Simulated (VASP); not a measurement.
# Li (Im-3m) in VASP: notebook

One crystal, Li, is run at these levels: LDA; tasks: single point.

All numbers are computed with VASP 6.6.1; they aren't measurements. Logs are shortened: lines on timing, memory, paths and dates and some standing lists are left out, and cuts for length are marked.

### 1 The structure

Symmetry: Im-3m, No. 229, cubic system. The conventional cell has a = 3.500 Å, b = 3.500 Å, c = 3.500 Å, α = 90.00°, β = 90.00°, γ = 90.00°. Around Li (site symmetry m-3m) lie 8 Li at 3.03 Å.

### 2 Single point, LDA

Input file INCAR:

```
PREC = Accurate
ENCUT = 520
EDIFF = 1E-6
ISMEAR = 0
SIGMA = 0.15
LREAL = F
LASPH = T
NELM = 60
ALGO = Normal
ISIF = 2
LWAVE = F
LCHARG = F
GGA = CA
NBANDS = 8
```

Input file KPOINTS:

```
regular mesh
0
Gamma
  22 22 22
```

Input file POSCAR:

```
Li
1.0
   -1.7500000000      1.7500000000      1.7500000000
    1.7500000000     -1.7500000000      1.7500000000
    1.7500000000      1.7500000000     -1.7500000000
Li
1
Direct
    0.0000000000      0.0000000000      0.0000000000
```

Potentials or basis: VASP PAW LDA potentials, release 64 (Li_sv).

Launch:

```console
cat potpaw_LDA.64/Li_sv/POTCAR > POTCAR
mpirun -np 1 vasp_std > vasp.out
```

OUTCAR:

```text
PREC = Accurate
   ENCUT = 520
   EDIFF = 1E-6
   ISMEAR = 0
   LREAL = F
   LASPH = T
   NELM = 60
   ISIF = 2
   GGA = CA

 ion  position               nearest neighbor table
   1  0.000  0.000  0.000-

  LATTYP: Found a body centered cubic cell.
 ALAT       =     3.5000000000

  Lattice vectors:

 A1 = (  -1.7500000000,   1.7500000000,   1.7500000000)
 A2 = (   1.7500000000,  -1.7500000000,   1.7500000000)
 A3 = (   1.7500000000,   1.7500000000,  -1.7500000000)

Analysis of symmetry for initial positions (statically):
=====================================================================
 Subroutine PRICEL returns:
 Original cell was already a primitive cell.

 Routine SETGRP: Setting up the symmetry group for a
 body centered cubic supercell.

 Subroutine GETGRP returns: Found 48 space group operations
 (whereof 48 operations were pure point group operations)
 out of a pool of 48 trial point group operations.

The static configuration has the point symmetry O_h .

Analysis of symmetry for dynamics (positions and initial velocities):
=====================================================================
 Subroutine PRICEL returns:
 Original cell was already a primitive cell.

 Routine SETGRP: Setting up the symmetry group for a
 body centered cubic supercell.

 Subroutine GETGRP returns: Found 48 space group operations
 (whereof 48 operations were pure point group operations)
 out of a pool of 48 trial point group operations.

The dynamic configuration has the point symmetry O_h .

 Subroutine INISYM returns: Found 48 space group operations
 (whereof 48 operations are pure point group operations),
 and found     1 'primitive' translations

----------------------------------------------------------------------------------------

                                     Primitive cell

  volume of cell :      21.4375

  direct lattice vectors                    reciprocal lattice vectors
    -1.750000000  1.750000000  1.750000000     0.000000000  0.285714286  0.285714286
     1.750000000 -1.750000000  1.750000000     0.285714286  0.000000000  0.285714286
     1.750000000  1.750000000 -1.750000000     0.285714286  0.285714286  0.000000000

  length of vectors
     3.031088913  3.031088913  3.031088913     0.404061018  0.404061018  0.404061018

  position of ions in fractional coordinates (direct lattice)
     0.000000000  0.000000000  0.000000000

  ion indices of the primitive-cell ions
   primitive index   ion index
                 1           1

----------------------------------------------------------------------------------------

 KPOINTS: regular mesh

Automatic generation of k-mesh.
 Grid dimensions read from file:
 generate k-points for:   22   22   22

 Generating k-lattice:

  Cartesian coordinates                     Fractional coordinates (reciprocal lattice)
     0.000000000  0.012987013  0.012987013     0.045454545  0.000000000  0.000000000
     0.012987013  0.000000000  0.012987013     0.000000000  0.045454545  0.000000000
     0.012987013  0.012987013  0.000000000     0.000000000  0.000000000  0.045454545

  Length of vectors
     0.018366410  0.018366410  0.018366410

  Shift w.r.t. Gamma in fractional coordinates (k-lattice)
     0.000000000  0.000000000  0.000000000

 Subroutine IBZKPT returns following result:
 ===========================================

 Found    328 irreducible k-points:

 Following reciprocal coordinates:
            Coordinates               Weight
  0.000000  0.000000  0.000000      1.000000
  0.045455  0.000000  0.000000     12.000000
  0.090909  0.000000  0.000000     12.000000
  0.136364  0.000000  0.000000     12.000000
  0.181818  0.000000  0.000000     12.000000
  0.227273  0.000000  0.000000     12.000000
[... 16 lines left out ...]
  0.090909  0.090909  0.000000     24.000000
  0.136364  0.090909 -0.000000     48.000000
 [... further k-points ...]
   k-points           NKPTS =    328   k-points in BZ     NKDIM =    328   number of bands    NBANDS=      8
   number of dos      NEDOS =    301   number of ions     NIONS =      1
   total plane-waves  NPLWV =  13824
   dimension x,y,z NGX =    24 NGY =   24 NGZ =   24
   dimension x,y,z NGXF=    48 NGYF=   48 NGZF=   48
   ions per type =               1
   NGX,Y,Z   is equivalent  to a cutoff of  13.16, 13.16, 13.16 a.u.
   NGXF,Y,Z  is equivalent  to a cutoff of  26.33, 26.33, 26.33 a.u.
 SYSTEM =  unknown system
   PREC   = accura    normal or accurate (medium, high low for compatibility)
   ISTART =      0    job   : 0-new  1-cont  2-samecut
   ICHARG =      2    charge: 1-file 2-atom 10-const
   ISPIN  =      1    spin polarized calculation?
   LNONCOLLINEAR =      F non collinear calculations
   LSORBIT =      F    spin-orbit coupling
   LASPH  =      T    aspherical Exc in radial PAW
   ENCUT  =  520.0 eV  38.22 Ry    6.18 a.u.   5.64  5.64  5.64*2*pi/ulx,y,z
   NELM   =     60;   NELMIN=  2; NELMDL= -5     # of ELM steps
   EDIFF  = 0.1E-05   stopping-criterion for ELM
   LREAL  =      F    real-space projection
   EDIFFG = 0.1E-04   stopping-criterion for IOM
   NSW    =      0    number of steps for IOM
   IBRION =     -1    ionic relax: 0-MD 1-quasi-New 2-CG
   NFREE  =      0    steps in history (QN), initial steepest desc. (CG)
   ISIF   =      2    stress and relaxation
   ISYM   =      2    0-nonsym 1-usesym 2-fastsym
   POTIM  = 0.5000    time-step for ionic-motion
   TEBEG  =    0.0;   TEEND  =   0.0 temperature during run
   PSTRESS=    0.0 pullay stress
   NELECT =       3.0000    total number of electrons
   NUPDOWN=      -1.0000    fix difference up-down
   EMIN   =  10.00;   EMAX   =-10.00  energy-range for DOS
   EFERMI =   0.00;   METHOD = LEGACY
   ISMEAR =     0;   SIGMA  =   0.15  broadening in eV -4-tet -1-fermi 0-gaus
   EFERMI_NEDOS =   21; number of points for ismear=-14 and -15
   IALGO  =     38    algorithm
   IMIX   =      4    mixing-type and parameters
     AMIX     =   0.40;   BMIX     =  1.00
     AMIX_MAG =   1.60;   BMIX_MAG =  1.00
  volume/ion in A,a.u.               =      21.44       144.67
  Fermi-wavevector in a.u.,A,eV,Ry     =   0.849944  1.606162  9.828924  0.722406
  Thomas-Fermi vector in A             =   1.965845
   LORBIT       =      0    0 simple, 1 ext, 2 COOP (PROOUT), +10 PAW based schemes
   GGA     = CA    functional components
   LHFCALC =     F    Hartree Fock is set to
   AEXX    =    0.0000 exact exchange contribution
   IVDW    =     0    specifies the selected vdW correction
   LEPSILON=     F    determine dielectric tensor
   LRPA    =     F    only Hartree local field effects (RPA)
 non-spin polarized calculation
 Gauss-broadening in eV      SIGMA  =   0.15
  energy-cutoff  :      520.00
  volume of cell :       21.44
 maximum number of plane-waves:       603
   NGX = 11   NGY = 11   NGZ = 11

 number of electron       2.9999991 magnetization

 Free energy of the ion-electron system (eV)
  ---------------------------------------------------
  ext. energy  EPLUGINS =         0.00000000
  ---------------------------------------------------
  free energy    TOTEN  =        -2.03544455 eV

  energy without entropy =       -2.03001625  energy(sigma->0) =       -2.03273040

 E-fermi :   0.4628     XC(G=0):  -7.0043

 val. band max:        0.4390834581   @ k =   0.3636   0.0909   0.0455
 cond. band min:       0.4633233048   @ k =   0.4545   0.0000   0.0000
 fundamental gap:      0.0242398467
 Fermi energy:         0.4627935168

 k-point     1 :       0.0000    0.0000    0.0000
  band No.  band energies     occupation
      1     -45.2821      2.00000
      2      -2.9777      2.00000
      3      14.2241      0.00000
      4      14.2241      0.00000
      5      14.2241      0.00000
      6      19.1247      0.00000
      7      19.1247      0.00000
      8      19.1247      0.00000

 k-point     2 :       0.0455    0.0000    0.0000
  band No.  band energies     occupation
      1     -45.2816      2.00000
      2      -2.9397      2.00000
      3      13.9896      0.00000
      4      14.0357      0.00000
      5      14.1641      0.00000
      6      18.4569      0.00000
      7      18.5533      0.00000
      8      19.4118      0.00000

 k-point     3 :       0.0909    0.0000    0.0000
  band No.  band energies     occupation
      1     -45.2806      2.00000
      2      -2.8267      2.00000
      3      13.2716      0.00000
      4      13.5717      0.00000
      5      13.9881      0.00000
      6      17.4827      0.00000
      7      17.6811      0.00000
      8      19.2029      0.00000

 k-point     4 :       0.1364    0.0000    0.0000
  band No.  band energies     occupation
      1     -45.2790      2.00000
      2      -2.6381      2.00000
      3      12.1484      0.00000
      4      12.9957      0.00000
      5      13.7129      0.00000
      6      16.8523      0.00000
      7      16.8978      0.00000
      8      19.0103      0.00000

 k-point     5 :       0.1818    0.0000    0.0000
  band No.  band energies     occupation
      1     -45.2769      2.00000
      2      -2.3740      2.00000
      3      10.8201      0.00000
      4      12.4098      0.00000
      5      13.3721      0.00000
      6      16.1083      0.00000
      7      16.6084      0.00000
      8      19.0360      0.00000
[... 177 lines left out ...]
 k-point    22 :       0.4545    0.0455    0.0000
  band No.  band energies     occupation
      1     -45.2646      2.00000
      2       0.6678      0.05324
      3       3.6550      0.00000
      4      10.1062      0.00000
      5      11.3441      0.00000
      6      14.2104      0.00000
      7      16.9205      0.00000
      8      22.0817      0.00000

 k-point    23 :       0.0909    0.0909    0.0000
  band No.  band energies     occupation
      1     -45.2781      2.00000
      2      -2.5247      2.00000
      3      12.1077      0.00000
      4      12.1587      0.00000
      5      13.2515      0.00000
      6      16.7422      0.00000
      7      17.0186      0.00000
      8      19.0579      0.00000

 k-point    24 :       0.1364    0.0909   -0.0000
  band No.  band energies     occupation
      1     -45.2761      2.00000
      2      -2.2603      2.00000
      3      10.8378      0.00000
      4      11.5745      0.00000
      5      12.7980      0.00000
      6      16.5697      0.00000
      7      16.7718      0.00000
      8      19.1476      0.00000

 [... further k-points ...]

------------------------ aborting loop because EDIFF is reached ----------------------------------------

  FORCE on cell =-STRESS in cart. coord.  units (eV):
  Direction    XX          YY          ZZ          XY          YZ          ZX
  --------------------------------------------------------------------------------------
  -------------------------------------------------------------------------------------
  Total       -0.2090615     -0.2090615     -0.2090615      0.0000000      0.0000000     -0.0000000
  in kB      -15.6246568    -15.6246568    -15.6246568      0.0000000      0.0000000     -0.0000000
  external PRESSURE =     -15.6246568 kB  Pullay stress =       0.0000000 kB

 VOLUME and BASIS-vectors are now :
 -----------------------------------------------------------------------------
  energy-cutoff  :      520.00
  volume of cell :       21.44
      direct lattice vectors                 reciprocal lattice vectors
    -1.750000000  1.750000000  1.750000000     0.000000000  0.285714286  0.285714286
     1.750000000 -1.750000000  1.750000000     0.285714286  0.000000000  0.285714286
     1.750000000  1.750000000 -1.750000000     0.285714286  0.285714286  0.000000000

 POSITION                                       TOTAL-FORCE (eV/Angst)
 -----------------------------------------------------------------------------------
      0.00000      0.00000      0.00000         0.000000     -0.000000      0.000000
 -----------------------------------------------------------------------------------
    total drift:                               -0.000000      0.000000     -0.000000

  FREE ENERGIE OF THE ION-ELECTRON SYSTEM (eV)
  ---------------------------------------------------
  free  energy   TOTEN  =        -2.0354445463 eV

  energy  without entropy=       -2.0300162497  energy(sigma->0) =       -2.03273040
```

Wall time 24 s (1 thread of Intel Xeon Platinum 8259CL at 2.50GHz (Skylake/Cascade Lake), shared host); peak memory 0.15 GiB.

Results:

* Free energy: -2.0354 eV
* Band gap on the k mesh: none (metal or under the smearing width)

Caveat: the cutoff is under 1.25 times the usual one of these potentials, so pressure, stress and relaxed cells hold a basis-set (Pulay) error.

### 3 Single point, LDA

Input file INCAR:

```
  PREC = Accurate
  ENCUT = 520
  EDIFF = 1E-7
  ISMEAR = 0
  SIGMA = 0.15
  LREAL = F
  LASPH = T
  NELM = 80
  ALGO = Normal
  ISIF = 2
  LWAVE = F
  LCHARG = F
  NBANDS = 8
```

Input file KPOINTS:

```
regular mesh
0
Gamma
  20 20 20
```

POSCAR is that of step 2.

Potentials or basis: VASP PAW LDA potentials, release 64 (Li_sv).

Launch:

```console
cat potpaw_LDA.64/Li_sv/POTCAR > POTCAR
mpirun -np 1 vasp_std > vasp.out
```

OUTCAR:

```text
PREC = Accurate
   ENCUT = 520
   EDIFF = 1E-7
   ISMEAR = 0
   LREAL = F
   LASPH = T
   NELM = 80
   ISIF = 2

 ion  position               nearest neighbor table
   1  0.000  0.000  0.000-

  LATTYP: Found a body centered cubic cell.
 ALAT       =     3.5000000000

  Lattice vectors:

 A1 = (  -1.7500000000,   1.7500000000,   1.7500000000)
 A2 = (   1.7500000000,  -1.7500000000,   1.7500000000)
 A3 = (   1.7500000000,   1.7500000000,  -1.7500000000)

Analysis of symmetry for initial positions (statically):
=====================================================================
 Subroutine PRICEL returns:
 Original cell was already a primitive cell.

 Routine SETGRP: Setting up the symmetry group for a
 body centered cubic supercell.

 Subroutine GETGRP returns: Found 48 space group operations
 (whereof 48 operations were pure point group operations)
 out of a pool of 48 trial point group operations.

The static configuration has the point symmetry O_h .

Analysis of symmetry for dynamics (positions and initial velocities):
=====================================================================
[... 161 lines left out ...]
 fundamental gap:      0.0231804723
 Fermi energy:         0.4632027327

 k-point     1 :       0.0000    0.0000    0.0000
  band No.  band energies     occupation
      1     -45.2829      2.00000
      2      -2.9777      2.00000
      3      14.2241      0.00000
      4      14.2241      0.00000
      5      14.2241      0.00000
      6      19.1248      0.00000
      7      19.1248      0.00000
      8      19.1248      0.00000
[... 243 lines left out ...]
 k-point    24 :       0.2500    0.1000    0.0000
  band No.  band energies     occupation
      1     -45.2707      2.00000
      2      -1.2011      2.00000
      3       7.3826      0.00000
      4      10.1924      0.00000
      5      11.6644      0.00000
      6      16.0684      0.00000
      7      16.7062      0.00000
      8      19.9573      0.00000

 [... further k-points ...]

------------------------ aborting loop because EDIFF is reached ----------------------------------------

  FORCE on cell =-STRESS in cart. coord.  units (eV):
  Direction    XX          YY          ZZ          XY          YZ          ZX
  --------------------------------------------------------------------------------------
  -------------------------------------------------------------------------------------
  Total       -0.2100385     -0.2100385     -0.2100385      0.0000000      0.0000000     -0.0000000
  in kB      -15.6976730    -15.6976730    -15.6976730      0.0000000      0.0000000     -0.0000000
  external PRESSURE =     -15.6976730 kB  Pullay stress =       0.0000000 kB

 VOLUME and BASIS-vectors are now :
 -----------------------------------------------------------------------------
  energy-cutoff  :      520.00
  volume of cell :       21.44
      direct lattice vectors                 reciprocal lattice vectors
    -1.750000000  1.750000000  1.750000000     0.000000000  0.285714286  0.285714286
     1.750000000 -1.750000000  1.750000000     0.285714286  0.000000000  0.285714286
     1.750000000  1.750000000 -1.750000000     0.285714286  0.285714286  0.000000000

 POSITION                                       TOTAL-FORCE (eV/Angst)
 -----------------------------------------------------------------------------------
      0.00000      0.00000      0.00000         0.000000     -0.000000      0.000000
 -----------------------------------------------------------------------------------
    total drift:                               -0.000000      0.000000      0.000000

  FREE ENERGIE OF THE ION-ELECTRON SYSTEM (eV)
  ---------------------------------------------------
  free  energy   TOTEN  =        -2.0354555319 eV

  energy  without entropy=       -2.0298959939  energy(sigma->0) =       -2.03267576
```

OSZICAR:

```text
N       E                     dE             d eps       ncg     rms          rms(c)
DAV:   1    -0.102109100155E+00   -0.10211E+00   -0.69170E+02  4112   0.249E+02
DAV:   2    -0.200648605047E+01   -0.19044E+01   -0.18459E+01  6056   0.355E+01
DAV:   3    -0.203674611612E+01   -0.30260E-01   -0.30245E-01  4528   0.335E+00
DAV:   4    -0.203705866978E+01   -0.31255E-03   -0.31255E-03  6208   0.331E-01
DAV:   5    -0.203705970601E+01   -0.10362E-05   -0.10362E-05  4768   0.145E-02    0.250E-01
DAV:   6    -0.203599143912E+01    0.10683E-02   -0.36522E-04  6832   0.771E-02    0.139E-01
DAV:   7    -0.203545336290E+01    0.53808E-03   -0.78174E-04  6800   0.118E-01    0.268E-02
DAV:   8    -0.203545534818E+01   -0.19853E-05   -0.11668E-05  4424   0.281E-02    0.116E-03
DAV:   9    -0.203545550601E+01   -0.15783E-06   -0.30983E-07  6360   0.452E-03    0.468E-04
DAV:  10    -0.203545553189E+01   -0.25880E-07   -0.40980E-08  2728   0.113E-03
   1 F= -.20354555E+01 E0= -.20326758E+01  d E =-.555954E-02
```

stdout:

```text
POSCAR found type information on POSCAR Li
 POSCAR found :  1 types and       1 ions
 scaLAPACK will be used
 LDA part: xc-table for (Slater(with rela. corr.)+CA(PZ))
 , standard interpolation
 POSCAR, INCAR and KPOINTS ok, starting setup
 FFT: planning ... GRIDC
 FFT: planning ... GRID_SOFT
 FFT: planning ... GRID
 WAVECAR not read
 entering main loop
```

Run time: 22 s. Hardware: 1 thread of Intel Xeon Platinum 8259CL at 2.50GHz (Skylake/Cascade Lake), shared host; peak memory 0.14 GiB.

Results:

```
Free energy            : -2.0355 eV
Band gap on the k mesh : none (metal or under the smearing width)
```

Caveat: the cutoff is under 1.25 times the usual one of these potentials, so pressure, stress and relaxed cells hold a basis-set (Pulay) error.
